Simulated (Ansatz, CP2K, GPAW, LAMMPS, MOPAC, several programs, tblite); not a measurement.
Many methods on one cell: Ge (lonsdaleite)

Ge built on the lonsdaleite prototype, relaxed with r2SCAN in Ansatz, was computed with several methods. Space group P6_3/mmc (No. 194), hexagonal; a = 3.998 Å, c = 6.593 Å in the conventional setting, 22.81 Å³ an atom. Ge has 4 Ge at 2.45–2.47 Å. No spin polarisation and no zero-point or thermal motion.

```
CELL_PARAMETERS angstrom
3.99762 0.00000 0.00000
-1.99881 3.46204 0.00000
0.00000 0.00000 6.59282
ATOMIC_POSITIONS crystal
Ge 0.33333 0.66667 0.00037
Ge 0.66667 0.33333 0.50037
Ge 0.33333 0.66667 0.37463
Ge 0.66667 0.33333 0.87463
```

Gaps and times are for a single point on this cell; volume and bulk modulus come from each method's own relaxation or energy curve at fixed shape, which is too stiff where a cell has free coordinates or axes. Times are rough, from shared hosts (Arm Neoverse V2), and each method has its own mesh and cell size. A double dagger marks a value from a curve with shape and coordinates held. PM6 (MOPAC), PM7 (MOPAC), GFN1-xTB (tblite), GFN2-xTB (tblite) treat a cluster of cells at its zone centre, which samples few k points: where these miss a band edge, the gap comes out too large for that reason alone. Gaps from k meshes are read at a limited set of points (mesh, symmetry points, PBE's band edges), so each method's own least gap may be somewhat smaller. Force fields have no electrons; where one was fitted to this phase, its volume and modulus reflect the fit. xTB and the PM methods were fitted mostly to molecules, and can miss a solid's gap by electronvolts. Minimal bases can be far off for gaps. d marks a direct gap, i an indirect one (no mark: not told apart), a dash a value that wasn't computed or didn't pass its checks.

| method | kind | gap (eV) | own volume (Å³/atom) | bulk modulus (GPa) | atoms computed | processor time |
| --- | --- | --- | --- | --- | --- | --- |
| SiCGe.tersoff (LAMMPS) | force field | – | 22.63 | 76‡ | 4 | 0.13 s |
| Ge.tersoff (LAMMPS) | force field | – | 21.40 | 85‡ | 4 | 0.15 s |
| light PBE (260 eV and a coarse mesh) | light plane-wave | overlap 0.13 | – | – | 4 | 1.4 s |
| PM6 (MOPAC) | semi-empirical | 4.79 | – | – | 72 | 2.7 s |
| PM7 (MOPAC) | semi-empirical | 3.82 | 21.80‡ | 165‡ | 72 | 3.1 s |
| PBE/SZV (CP2K) | small basis | 0.53 d | 22.19‡ | 91‡ | 4 | 3.2 s |
| GFN1-xTB (tblite) | tight binding | 0 | – | – | 72 | 6 s |
| GFN2-xTB (tblite) | tight binding | 0 | – | – | 72 | 6.1 s |
| PBE/DZVP (CP2K) | small basis | overlap 0.13 | 24.27‡ | 55‡ | 4 | 7 s |
| PBE | semilocal | overlap 0.11 | 23.87 | 59‡ | 4 | 8.6 s |
| PBE/single zeta (GPAW) | small basis | 0.01 | – | – | 4 | 11 s |
| r2SCAN | semilocal | 0.08 d | 22.81 | 69‡ | 4 | 21 s |

Volumes against r2SCAN's: SiCGe.tersoff (LAMMPS) -0.8 %, Ge.tersoff (LAMMPS) -6.2 %, PBE +4.6 %.

With PBE the bands overlap or touch, or nearly. Semilocal functionals can close a real gap, so this doesn't show a metal; small gaps of other methods may in turn close between the points read or with spin-orbit coupling, and the solid may be a semimetal.

Spin-orbit coupling is left out.
